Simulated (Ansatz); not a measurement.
Crystal: Sb.

```
Sb
1.0
    -1.57654    1.57654    2.71194
     1.57654   -1.57654    2.71194
     1.57654    1.57654   -2.71194
Sb
1
Direct
  0.00000 0.00000 0.00000
```

This isn't the form of Sb at room conditions, which is rhombohedral.

```yaml
Program: Ansatz 0.2.0
Task: relaxation of cell and atoms
Functional: RPBE
Dispersion: D3(BJ)
Potentials_or_basis: Ansatz PAW
Cutoff: "420 eV (not typed: the program's choice for these potentials)"
k_mesh: 12 × 12 × 12
Occupations: fermi-dirac, width 0.05 eV
Spin: no spin polarisation
```

At the start: volume 26.96 Å³/atom.

Where does the relaxation end?

It ends after 17 steps and the volume is 19.96 Å³/atom (-26.0 %); space group Fm-3m (No. 225, to 0.05 Å).

Step by step:
```csv
step,energy change (eV),largest force (eV/Å),volume (Å³)
1,0.0000,0.0000,26.96
2,-0.4058,0.0000,23.46
3,-0.5877,0.0000,21.12
4,-0.6297,0.0000,19.94
5,-0.6307,0.0000,20.07
6,-0.6316,0.0000,20.10
7,-0.6317,0.0000,20.06
8,-0.6317,0.0000,20.04
9,-0.6319,0.0000,20.03
10,-0.6324,0.0000,20.01
11,-0.6339,0.0000,19.97
12,-0.6370,0.0000,19.77
13,-0.6375,0.0000,19.97
14,-0.6396,0.0000,19.97
15,-0.6403,0.0000,19.97
16,-0.6403,0.0000,19.96
17,-0.6388,0.0000,19.96
```

Final structure:
```cif
data_structure
_symmetry_space_group_name_H-M 'P 1'
_symmetry_Int_Tables_number 1
_cell_length_a 3.0449
_cell_length_b 3.0449
_cell_length_c 3.0449
_cell_angle_alpha 119.996
_cell_angle_beta 119.996
_cell_angle_gamma 90.007
_cell_volume 19.96
loop_
_atom_site_label
_atom_site_type_symbol
_atom_site_fract_x
_atom_site_fract_y
_atom_site_fract_z
_atom_site_occupancy
Sb1 Sb 0.00000 0.00000 0.00000 1
```

Caveat: the volume moved by over 15 % at a fixed basis, so the end points are rough; the plane-wave basis is chosen anew once the cell has moved, so the energies of steps on either side of that aren't comparable; pairwise dispersion overbinds metals, which lowers pressure and volume; the PAW data sets come from PBE, with cores solved anew for the run's functional, which leaves a small shift of forces and pressure.
